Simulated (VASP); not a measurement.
**H10CO5: single point with PBE+D3(BJ)**

H10CO5:

```
O H C
1.0
     5.65665    0.00000    0.00000
     0.00000    5.65665    0.00000
     0.00000    0.00000    5.65665
O H C
5 10 1
Direct
  0.35125 0.52107 0.24905
  0.07676 0.90166 0.31070
  0.76540 0.89788 0.68961
  0.41332 0.18172 0.58071
  0.87101 0.53716 0.95891
  0.23038 0.45624 0.14079
  0.36774 0.40045 0.38525
  0.98232 0.88559 0.16669
  0.20892 0.78159 0.30806
  0.88572 0.89831 0.57142
  0.76273 0.73996 0.75470
  0.55508 0.07854 0.59162
  0.29219 0.07860 0.50647
  0.54225 0.39741 0.91917
  0.76628 0.22598 0.09993
  0.72847 0.38109 0.98488
```

The cell was built by a generator and needn't be a form met in nature.

```yaml
Program: VASP 6.6.1
Task: single point
Functional: PBE
Dispersion: D3(BJ)
Potentials_or_basis: VASP PAW PBE potentials, release 64 (O, H, C)
Cutoff: 520 eV
k_mesh: 1 × 1 × 1
Occupations: fermi-dirac, width 0.02 eV
Spin: no spin polarisation
```

- Pressure: 0.7 GPa
- Largest force: 2.550 eV/Å
- Band gap on the k mesh: 3.94 eV, direct
- Dispersion energy per atom: -0.033 eV

Forces on the atoms (eV/Å):
```
O   -0.280 -0.636  0.555
O    0.264  0.296  0.360
O   -1.034  1.096  0.462
O   -0.835 -0.058 -0.612
O    1.575  0.843 -0.358
H    0.278  0.203  0.428
H    0.117  0.479 -0.717
H    0.430 -0.222  0.157
H   -0.715 -0.203 -0.505
H    1.166 -0.096 -1.241
H    0.176 -0.519  0.516
H    0.063 -0.183  0.331
H    0.234  0.429  0.214
H    0.627 -0.253 -0.248
H    0.091 -0.124 -0.199
C   -2.159 -1.051  0.859
```

Stress tensor (GPa, compression positive):
```
 0.47  0.90 -2.15
 0.90  1.53 -0.47
-2.15 -0.47 -0.01
```

Levels at points of the mesh, in eV from the valence-band top:
| k point | band 19 | band 20 | band 21 | band 22 | band 23 | band 24 | band 25 | band 26 |
| --- | --- | --- | --- | --- | --- | --- | --- | --- |
| (0.00, 0.00, 0.00) | -0.98 | -0.70 | -0.63 | 0.00 | 3.94 | 4.78 | 7.83 | 8.47 |

It took 27 s on 1 thread of AMD EPYC 7R43 64-Core Processor (Zen 3), with other jobs on the host, peak memory 0.2 GiB.

Caveat: the standard files for N, O and F lose accuracy on very short bonds. Expect the measured gap to be larger: semilocal functionals such as PBE lack the derivative discontinuity.
